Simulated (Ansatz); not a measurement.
Runs of Ansatz 0.2.0 on TiTe. Symmetry: P6_3/mmc, No. 194, hexagonal system. Conventional cell: a = 3.842 Å, b = 3.842 Å, c = 6.403 Å, α = 90.00°, β = 90.00°, γ = 120.00°. Te (site symmetry -6m2) is surrounded by 6 Ti at 2.74 Å. Ti (site symmetry -3m) is surrounded by 6 Te at 2.74 Å. 

```csv
level,U,hubbard projectors,double counting,gap on the mesh (eV),pressure (GPa)
PBEsol+U,Ti d U = 4 eV,ortho-atomic (the default),fll (the default),none,7.5
PBEsol+U,Ti d U = 3 eV,ortho-atomic (the default),fll (the default),none,(b)
PBEsol,-,-,-,none,(a)
PBEsol+U,Ti d U = 2 eV,ortho-atomic (the default),fll (the default),none,5.2
PBEsol+U,Ti d U = 1 eV,ortho-atomic (the default),fll (the default),none,4.3
```

Alike in all rows: task projected density of states; potentials or basis Ansatz PAW; no spin polarisation; cell as given; k mesh 8 × 8 × 4; cutoff (eV) 420; smearing fermi-dirac 0.05 eV.

Problem. Fill in the values left out.

Solution. (a) 3.4; (b) 6.2.

Caveats: the PAW data sets come from PBE, with cores solved anew for the run's functional, which leaves a small shift of forces and pressure; the density of states is complete only up to the lowest level of the last band computed; U without spin polarisation on a metal has little footing (some runs); the U is typed as a test and isn't derived for this compound (some runs).

A k mesh can miss the band edges, and the runs leave out spin-orbit coupling on Te.

A gap of «none» marks a metal or a gap under the smearing width.
